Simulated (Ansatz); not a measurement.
# Zone-centre phonons of SnS$_{2}$ at 25 GPa: input and output

Theory: DFT LDA, scalar-relativistic, plane waves, PAW (Ansatz).

Launched with:
```bash
ansatz run input.yaml --threads 1 --pin off --max-ram 3072MiB --backend cpu --events-out ev --progress --plain --runs-dir out
```

Input (bare energies are in eV):
```yaml
crystal:
  lattice:
    - [3.4647820716, 0.0, 0.0]
    - [-1.7323910358, 3.0005892926, 0.0]
    - [0.0, 0.0, 4.7554660577]
  atoms:
    - { symbol: Sn, position: [0.0, 0.0, 0.0] }
    - { symbol: S, position: [0.6666666667, 0.3333333333, 0.3053860749] }
    - { symbol: S, position: [0.3333333333, 0.6666666667, 0.6946139251] }
basis:
  ecutwfc: 420
kpoints:
  mp_grid: { grid: [12, 12, 10] }
hamiltonian:
  xc: lda
scf:
  occupations: { method: fermi_dirac, width: 0.15 }
output:
  eigenvalues: true
phonons:
  method: dfpt
  eigenvectors: true
```

Results section of the output:
```
--- Phonons (Γ-DFPT): 4 representative perturbations + reference, on 398 of 1440 k-points (Σ response iterations 12) ---
  k mesh reduced under 2 symmetry operations, with k and −k counted as one. Each operation leaves every solved perturbation unchanged. A smaller set is not used because it would not reduce the number of displacements ...
  ASR residual: 8.342e-5 → 0.000e0 eV/Å²; symmetrization residual: 4.216e-6 eV/Å²
  ASR residual per site (eV/Å²): 8.34e-5 7.51e-5 7.51e-5
  Γ frequencies (cm⁻¹): 0.00 0.00 0.00 256.86 256.86 318.94 318.94 347.04 359.94
  non-analytic LO–TO correction: not included (Born effective charges unavailable; polar crystals: no LO–TO splitting at Γ)
```

It took 110 s on 1 thread of Arm Neoverse V2 (shared host), peak memory 1.3 GiB.

In a metal, frequencies and elastic constants depend on the k mesh and the smearing, soft modes and shear constants most. Spin–orbit coupling is left out, which matters for heavy elements. Other phases may be more stable at this pressure. A semilocal functional can close a gap that the real compound has.